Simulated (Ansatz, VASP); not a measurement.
CsH: VASP beside Ansatz

```
Cs H
1.0
     0.00000    3.05112    3.05112
     3.05112    0.00000    3.05112
     3.05112    3.05112    0.00000
Cs H
1 1
Direct
  0.00000 0.00000 0.00000
  0.50000 0.50000 0.50000
```

Alike in both runs: functional LDA; k mesh 8 × 8 × 8; occupations gaussian, width 0.02 eV; no spin polarisation.

Ansatz relaxed the structure, and its values are those at the end. VASP's run is a single point on that final structure, the one shown.

|  | VASP | Ansatz |
| --- | --- | --- |
| version | VASP 6.6.1 | Ansatz 0.2.0 |
| potentials or method | VASP PAW LDA potentials, release 64 (Cs_sv, H) | scalar-relativistic, plane waves, PAW |
| plane-wave cutoff (eV) | 520 | 420 |
| valence electrons in the cell | 10 | 10 |

Ansatz gave:

- gap on the k mesh at the Fermi level (eV): 1.75
- least direct gap on the mesh (eV): 1.75
- pressure (GPa): 0.0

Which values does VASP return?

gap on the k mesh at the Fermi level (eV): 1.73; least direct gap on the mesh (eV): 1.73; pressure (GPa): 0.0.

Caveats: spin-orbit coupling is left out, which moves the levels of the heavy elements. Expect the measured gap to be larger: semilocal functionals such as LDA lack the derivative discontinuity. A k mesh can miss the band edges.
